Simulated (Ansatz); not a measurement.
A generator proposed this cell of Sn2Ge3.

```cif
data_structure
_symmetry_space_group_name_H-M 'I4/mmm'
_symmetry_Int_Tables_number 139
_cell_length_a 3.1828
_cell_length_b 3.1828
_cell_length_c 22.5059
_cell_angle_alpha 90.000
_cell_angle_beta 90.000
_cell_angle_gamma 90.000
_cell_volume 227.99
loop_
_atom_site_label
_atom_site_type_symbol
_atom_site_symmetry_multiplicity
_atom_site_Wyckoff_symbol
_atom_site_fract_x
_atom_site_fract_y
_atom_site_fract_z
_atom_site_occupancy
Sn1 Sn 4 e 0.00000 0.00000 0.40000 1
Ge1 Ge 2 a 0.00000 0.00000 0.00000 1
Ge2 Ge 4 e 0.50000 0.50000 0.30000 1
```

Level of theory: DFT PBE, scalar-relativistic, plane waves, PAW (Ansatz). Cutoff 420 eV; k points 8×8×8 on the computed 5-atom cell (Γ-centred); Gaussian smearing, width 0.10 eV; no spin polarisation.

Formation energies are uncorrected and refer to the elements' standard structures at the same level. The references include grey tin.

Question: Estimate its pressure, forces and energy as it stands.

Answer: The pressure is 0.6 GPa (the mean over three directions, positive in compression), the largest force is 0.51 eV/Å, and the energy is +0.26 eV/atom against the elements. The shortest distance is 3.18 Å.

Question: How much does it gain on relaxing, and where does it end?

Answer: Relaxing gains under 0.1 eV/atom (the start's value is from the coarse mesh, so the gain is rough) in 15 ionic steps and ends at +0.23 eV/atom on the finer mesh. The symmetry stays I4/mmm (No. 139). The volume per atom shrinks by 0.6 %, from 22.8 to 22.7 Å³. The shortest distance goes from 3.18 Å (Sn–Ge, Ge–Ge and Sn–Sn) to 2.82 Å (Ge–Ge). The ratio c/a of the conventional cell changes by a factor of 0.80. Conventional cell: a = 3.422 Å, c = 19.362 Å. Around Sn lie 8 Ge at 3.13–3.22 Å, 4 Sn at 3.42 Å, 1 Ge at 3.59 Å and 1 Sn at 3.96 Å; Ge on a site of symmetry 4/mmm is surrounded by 8 Sn at 3.13 Å and 4 Ge at 3.42 Å; Ge on a site of symmetry 4mm has 4 Ge at 2.82 Å, 4 Sn at 3.22 Å, 4 Ge at 3.42 Å and 1 Sn at 3.59 Å.

The last run used a 16×16×16 mesh for its 5-atom cell and Gaussian smearing of 0.10 eV. The relaxation can't lower the symmetry of the start. Symmetry constrained the relaxation, so the result can be a saddle point.
